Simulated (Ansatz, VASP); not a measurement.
**WC (Qusongite) in VASP and in Ansatz**

```
W C
1.0
     2.90650    0.00000    0.00000
    -1.45325    2.51710    0.00000
     0.00000    0.00000    2.83660
W C
1 1
Cartesian
  0.0000 0.0000 0.0000
  1.4533 0.8390 1.4183
```

Alike in both runs: task single point; functional PBE; k mesh 10 × 10 × 9; occupations gaussian, width 0.017 eV; no spin polarisation.

```csv
,VASP,Ansatz
version,VASP 6.6.1,Ansatz 0.2.0
potentials or method,"VASP PAW PBE potentials, release 64 (W_sv, C), cutoff 520 eV","all-electron LAPW, scalar-relativistic"
```

Ansatz gave:

| Property | Result |
| --- | --- |
| gap on the k mesh at the Fermi level (eV) | none |
| pressure (GPa) | 5.7 |
| largest component of the traceless stress (GPa) | 0.61 |

Q: What did VASP give for the same quantities?

A: gap on the k mesh at the Fermi level (eV): none; pressure (GPa): 6.7; largest component of the traceless stress (GPa): 0.45.

A gap of «none» marks a metal or a gap that the smearing closes. Ansatz ran all-electron here, so the differences hold the error of VASP's frozen core and of both bases.

Spin-orbit coupling is left out, which matters for the levels of W.
